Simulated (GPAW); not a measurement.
Runs of GPAW 26.7.0 on ZrO2. The structure is cubic, space group Fm-3m (No. 225). Conventional cell: a = 5.090 Å, b = 5.090 Å, c = 5.090 Å, α = 90.00°, β = 90.00°, γ = 90.00°. Around Zr (site symmetry m-3m) lie 8 O at 2.20 Å. O (site symmetry -43m) is surrounded by 4 Zr at 2.20 Å. Measurements of this composition are mostly on another form, of space group No. 14.

```csv
task,level,potentials or basis,cell,k mesh,cutoff (eV),smearing,maxiter,convergence,supercell,supercell k mesh,displacement,other keys,gap on the mesh (eV),pressure (GPa)
gruneisen,PBEsol,"PAW data sets generated in the run's folder for this functional, pw",relaxed,9 × 9 × 9,680,fermi-dirac 0.2 eV,80,density=1e-06 eigenstates=1e-09,1 × 1 × 1,9 × 9 × 9,0.01,"several, not listed",3.40,0.0
band structure,PBEsol,"PAW data sets generated in the run's folder for this functional, pw",as given,9 × 9 × 9,800,fermi-dirac 0.05 eV,150,-,-,-,-,-,3.33,-5.6
single point,TB-mBJ,"GPAW PAW data sets for LDA (gpaw-data 1.2.1), pw",as given,10 × 10 × 10,800,fermi-dirac 0.05 eV,150,-,-,-,-,-,(a),-
band structure,r2SCAN,"GPAW PAW data sets (gpaw-data 1.2.1), pw",as given,9 × 9 × 9,800,fermi-dirac 0.05 eV,150,-,-,-,-,-,(b),-1.5
phonons,rSCAN+D3(BJ),"GPAW PAW data sets (gpaw-data 1.2.1), pw",relaxed,9 × 9 × 9,680,fermi-dirac 0.05 eV,150,density=1e-06 eigenstates=1e-09,1 × 1 × 1,9 × 9 × 9,0.02,-,3.98,0.0
atomic charges,RPBE,"the program's PAW data sets (release 1.2.1) made for this functional, pw",as given,9 × 9 × 9,800,fermi-dirac 0.05 eV,150,-,-,-,-,-,3.45,6.9
```

Alike in all rows: no spin polarisation.

Estimate the missing entries.

(a) 4.49; (b) 3.95.

Caveats: an odd mesh through Γ misses points on the zone boundary, where band edges often lie (some runs); the PAW data sets were made with another functional, which shifts forces and pressure a little (some runs); the cutoff is short for stress and forces, so pressures can be off by a GPa or more (some runs); the LO-TO splitting is left out (some runs); the density grid can change from cell to cell, which puts small steps into energies and stress (some runs); a model potential gives levels but no total energy (some runs).

A k mesh can miss the band edges, and the runs leave out spin-orbit coupling on Zr.

Runs at the PBE level aren't shown here.
